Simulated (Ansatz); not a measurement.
# Ti under changes of volume

One of the cells (17.676 Å³/atom); the others are scaled copies at fixed shape and fractional positions:

```
CELL_PARAMETERS angstrom
-1.64100 1.64100 1.64100
1.64100 -1.64100 1.64100
1.64100 1.64100 -1.64100
ATOMIC_POSITIONS crystal
Ti 0.00000 0.00000 0.00000
```

This isn't the form of Ti at room conditions, which is hcp.

* Program: Ansatz 0.2.0
* Functional: BHLYP
* Potentials or basis: Ansatz PAW
* Cutoff: 420 eV (not typed: the program's choice for these potentials)
* k mesh: 6 × 6 × 6
* Occupations: fermi-dirac, width 0.05 eV
* Spin: no spin polarisation

```tsv
volume (Å³/atom)	energy over the lowest point (meV/atom)	pressure (GPa)
16.616	18.59	7.6
16.969	?	?
17.323	0.00	1.0
17.676	0.89	-1.8
18.030	7.85	-4.4
18.383	20.22	-6.8
18.737	37.57	-8.9
```

Question: What does the run at 16.969 Å³/atom give?

Answer: Energy over the lowest point 5.68 meV/atom; pressure 4.2 GPa.

Worked out: A Birch-Murnaghan fit of order 3 (a polynomial in V^(-2/3)) to the other rows has its minimum at 17.45 Å³/atom with B0 = V·E''(V) = 143 GPa and B' = 3.7. It gives 5.67 meV/atom at 16.969 Å³/atom, against the run's 5.68, and -dE/dV = 4.2 GPa, against 4.2.

Energies are extrapolated to zero smearing.

Caveats: all runs use coarse meshes; the PAW data sets come from PBE, with cores solved anew for the run's functional, which leaves a small shift of forces and pressure; the thresholds are loose for stress.
